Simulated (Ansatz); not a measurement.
Input of an Ansatz 0.2.0 run:

input.yaml

```yaml
crystal:
  lattice:
    - [2.12754933, 0.0, 0.0]
    - [0.0, 3.17406294, 0.0]
    - [0.0, 0.0, 4.95098018]
  atoms:
    - { symbol: B, position: [0.0, 0.5, 0.0] }
    - { symbol: As, position: [0.5, 0.5, 0.5] }
hamiltonian:
  xc: pbesol
  pseudopotentials: { kind: paw }
  dispersion: d3bj
kpoints:
  mp_grid: { grid: [12, 8, 6] }
scf:
  occupations: { method: fermi_dirac, width: 0.05 }
output:
  forces: true
  stress: true
  eigenvalues: true
  write_density: true
  write_potential: true
  elf: true
  volumetric_format: npy
relax:
  f_tol: 0.01
  max_steps: 40
  cell: { stress_tol: 0.05 }
```

Potentials or basis: Ansatz PAW.

Launch:

```sh
$ ansatz run input.yaml --threads 2 --pin off --max-ram 5632MiB --backend cpu --events-out ev --progress --plain --runs-dir out
```

(1) What does it give for the relaxed volume?

(2) Predict the band gap on the k mesh.

(3) Predict the relaxed cell.

Results:

(1) 12.20 Å³/atom.

(2) none (metal or under the smearing width).

(3) a = 3.096 Å, b = 2.534 Å, c = 3.110 Å, α = 90.00°, β = 90.00°, γ = 90.00°.

Caveat: the volume moved by over 15 % at a fixed basis, so the end points are rough; the PAW data sets come from PBE, with cores solved anew for the run's functional, which leaves a small shift of forces and pressure.
